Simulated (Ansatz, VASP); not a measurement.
## One calculation of Se, two programs

Contents of INCAR:

```
SYSTEM = Se
PREC = Accurate
ENCUT = 520
EDIFF = 1E-7
ISMEAR = 0
SIGMA = 0.1
LREAL = .FALSE.
LASPH = .TRUE.
NELM = 100
ALGO = Fast
ISIF = 2
LWAVE = .FALSE.
LCHARG = .FALSE.
GGA = PS
NBANDS = 16
```

KPOINTS

```
Automatic mesh
0
G
  6 6 6
  0 0 0
```

The input POSCAR:

```
Se
1.0
    5.5739670398      0.0000000000      0.0000000000
   -2.7869835199      4.8271970563      0.0000000000
    0.0000000000      0.0000000000      3.4170841418
Se
3
Direct
    0.0000000000      0.0000000000      0.0000000000
    0.3333333333      0.6666666667      0.5000000000
    0.6666666667      0.3333333333      0.5000000000
```

Input for Ansatz:

```yaml
crystal:
  lattice:
    - [5.5739670398, 0.0, 0.0]
    - [-2.7869835199, 4.8271970563, 0.0]
    - [0.0, 0.0, 3.4170841418]
  atoms:
    - { symbol: Se, position: [0.0, 0.0, 0.0] }
    - { symbol: Se, position: [0.3333333333, 0.6666666667, 0.5] }
    - { symbol: Se, position: [0.6666666667, 0.3333333333, 0.5] }
basis:
  ecutwfc: 420
kpoints:
  mp_grid: { grid: [6, 6, 6] }
hamiltonian:
  xc: pbesol
scf:
  occupations: { method: gaussian, width: 0.1 }
  lower_state_search: "off"
output:
  forces: true
  stress: true
  eigenvalues: true
```

Alike in both runs: task single point; functional PBEsol; k mesh 6 × 6 × 6; occupations gaussian, width 0.1 eV; no spin polarisation.

|  | VASP | Ansatz |
| --- | --- | --- |
| version | VASP 6.6.1 | Ansatz 0.2.0 |
| potentials or method | VASP PAW PBE potentials, release 64 (Se) | scalar-relativistic, plane waves, PAW |
| plane-wave cutoff (eV) | 520 | 420 |
| valence electrons in the cell | 18 | 48 |

|  | VASP | Ansatz | Ansatz less VASP |
| --- | --- | --- | --- |
| gap on the k mesh at the Fermi level (eV) | none | none | - |
| pressure (GPa) | -12.8 | -12.8 | 0.00 |
| largest component of the traceless stress (GPa) | 0.44 | 0.43 | -0.001 |

A gap of «none» marks a metal or a gap that the smearing closes. The two sets of potentials don't hold the same shells in valence.

Caveats: the PAW data sets were made with another functional, which shifts forces and pressure a little (VASP).
